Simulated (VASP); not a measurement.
# Mg3Sb2 (P-3m1) in VASP: settings compared, part 2 of 2

VASP 6.6.1. The steps go on from the part before.

## Step 4: Relaxation of cell and atoms, AM05

This run uses another cell than the first one, of 25.88 Å³/atom, 1.004 times its volume.

Input file INCAR:

```
SYSTEM = Mg3Sb2
PREC     = Accurate       ! precision mode
ENCUT    = 600            ! plane-wave cutoff, eV
EDIFF    = 1E-7           ! SCF threshold, eV
ISMEAR   = 0              ! smearing method
SIGMA    = 0.03           ! smearing width, eV
LREAL    = .False.        ! projectors in reciprocal space
LASPH    = .True.         ! aspherical terms in the spheres
NELM     = 80             ! most SCF steps
ALGO     = Normal         ! electronic algorithm
ISIF     = 3              ! what is computed and relaxed
LWAVE    = .False.        ! write WAVECAR
LCHARG   = .False.        ! write CHGCAR
GGA      = AM             ! functional
IBRION   = 2              ! ionic algorithm
NSW      = 90             ! ionic steps
EDIFFG   = -0.005         ! ionic threshold
```

Input file KPOINTS:

```
regular mesh
0
Gamma
  9 9 5
  0 0 0
```

Input file POSCAR:

```
Mg3Sb2                                  
1.0
    4.5602433098     -0.0000000000     -0.0000000000
   -2.2801216549      3.9492865537      0.0000000000
   -0.0000000000      0.0000000000      7.1847718360
  Mg              Sb            
     3     2
Direct
     0.3333333332999970    0.6666666667000030    0.6326530628775877
     0.6666666667000030    0.3333333332999970    0.3673469371224124
     0.0000000000000000    0.0000000000000000    0.0000000000000000
     0.3333333332999970    0.6666666667000030    0.2236397114707576
     0.6666666667000030    0.3333333332999970    0.7763602885292424
```

Potentials or basis: VASP PAW PBE potentials, release 64 (Mg, Sb).

Started as:

```bash
$ cat potpaw_PBE.64/Mg/POTCAR potpaw_PBE.64/Sb/POTCAR > POTCAR
$ mpirun -np 1 vasp_std > vasp.out
```

OUTCAR:

```text
SYSTEM = Mg3Sb2
   PREC = Accurate
   ENCUT = 600
   EDIFF = 1E-7
   ISMEAR = 0
   LREAL = .False.
   LASPH = .True.
   NELM = 80
   ISIF = 3
   GGA = AM
   IBRION = 2
   NSW = 90
   EDIFFG = -0.005

 ion  position               nearest neighbor table
   1  0.333  0.667  0.633-   5 2.83   5 2.83   5 2.83   4 2.94   2 3.25   2 3.25   2 3.25
   2  0.667  0.333  0.367-   4 2.83   4 2.83   4 2.83   5 2.94   1 3.25   1 3.25   1 3.25
   3  0.000  0.000  0.000-   4 3.08   5 3.08   4 3.08   5 3.08   5 3.08   4 3.08
   4  0.333  0.667  0.224-   2 2.83   2 2.83   2 2.83   1 2.94   3 3.08   3 3.08   3 3.08
   5  0.667  0.333  0.776-   1 2.83   1 2.83   1 2.83   2 2.94   3 3.08   3 3.08   3 3.08

  LATTYP: Found a hexagonal cell.
 ALAT       =     4.5602433098
 C/A-ratio  =     1.5755237929

  Lattice vectors:

 A1 = (   4.5602433098,   0.0000000000,   0.0000000000)
 A2 = (  -2.2801216549,   3.9492865537,   0.0000000000)
 A3 = (   0.0000000000,   0.0000000000,   7.1847718360)

Analysis of symmetry for initial positions (statically):
[... 243 lines left out ...]
      4       3.4001      2.00000
      5       3.4001      2.00000
      6       4.1267      2.00000
      7       4.1267      2.00000
      8       4.5772      1.99948
      9       5.6444      0.00000
     10       5.6961      0.00000
     11       7.5381      0.00000
     12       7.5381      0.00000
[... 331 lines left out ...]
 k-point    24 :      -0.1111    0.3333    0.2000
  band No.  band energies     occupation
      1      -5.2344      2.00000
      2      -4.4241      2.00000
      3       0.2282      2.00000
      4       1.2362      2.00000
      5       1.4621      2.00000
      6       2.3316      2.00000
      7       3.2129      2.00000
      8       3.7832      2.00000
      9       5.7104      0.00000
     10       6.8039      0.00000
     11       7.2707      0.00000
     12       7.8830      0.00000

 [... further k-points ...]
[... 5 lines left out ...]
  --------------------------------------------------------------------------------------
  -------------------------------------------------------------------------------------
  Total       -0.0008332     -0.0008332     -0.0047288      0.0000000      0.0000000      0.0000000
  in kB       -0.0103095     -0.0103095     -0.0585106      0.0000000      0.0000000      0.0000000
  external PRESSURE =      -0.0263765 kB  Pullay stress =       0.0000000 kB

 VOLUME and BASIS-vectors are now :
 -----------------------------------------------------------------------------
  energy-cutoff  :      600.00
  volume of cell :      129.49
      direct lattice vectors                 reciprocal lattice vectors
     4.561514593  0.000000000 -0.000000000     0.219225430  0.126569861  0.000000000
    -2.280757296  3.950387517  0.000000000    -0.000000000  0.253139723  0.000000000
     0.000000000  0.000000000  7.185798255     0.000000000 -0.000000000  0.139163384

 POSITION                                       TOTAL-FORCE (eV/Angst)
 -----------------------------------------------------------------------------------
     -0.00000      2.63359      4.54587        -0.000000      0.000000     -0.003626
      2.28076      1.31680      2.63993         0.000000     -0.000000      0.003626
      4.56151      0.00000     -0.00000         0.000000      0.000000     -0.000000
     -0.00000      2.63359      1.60702         0.000000     -0.000000      0.000951
      2.28076      1.31680      5.57878         0.000000      0.000000     -0.000951
 -----------------------------------------------------------------------------------
    total drift:                                0.000000     -0.000000      0.000000

  FREE ENERGIE OF THE ION-ELECTRON SYSTEM (eV)
  ---------------------------------------------------
  free  energy   TOTEN  =       -15.1288779945 eV

  energy  without entropy=      -15.1288777810  energy(sigma->0) =      -15.12887789

 reached required accuracy - stopping structural energy minimisation
```

Wall time 87 s (1 thread of AMD EPYC 9R45 (Zen 5), shared host); peak memory 0.3 GiB.

Results:

```
Free energy                            : -15.1289 eV
Relaxed volume                         : 25.90 Å³/atom
Relaxed cell                           : a = 4.562 Å, b = 4.562 Å, c = 7.186 Å, α = 90.00°, β = 90.00°, γ = 120.00°
Space group after relaxing (to 0.05 Å) : P-3m1 (No. 164)
Energy gained by relaxing              : 0.0 meV/atom
Ionic steps                            : 2
Pressure after relaxing                : 0.0 GPa
Largest force after relaxing           : 0.004 eV/Å
Band gap on the k mesh                 : 0.16 eV, indirect (least direct gap 1.07 eV)
```

Forces on the atoms (eV/Å):
```
Mg   0.000  0.000 -0.004
Mg   0.000  0.000  0.004
Mg   0.000  0.000  0.000
Sb   0.000  0.000  0.001
Sb   0.000  0.000 -0.001
```

Final structure:
```
Mg Sb
1.0
     4.56151    0.00000    0.00000
    -2.28076    3.95039    0.00000
     0.00000    0.00000    7.18580
Mg Sb
3 2
Direct
  0.33333 0.66667 0.63262
  0.66667 0.33333 0.36738
  0.00000 0.00000 0.00000
  0.33333 0.66667 0.22364
  0.66667 0.33333 0.77636
```

Caveat: the PAW data sets were made with another functional, which shifts forces and pressure a little; spin-orbit coupling is left out, which moves the levels of the heavy elements; an odd mesh through Γ misses points on the zone boundary, where band edges often lie.
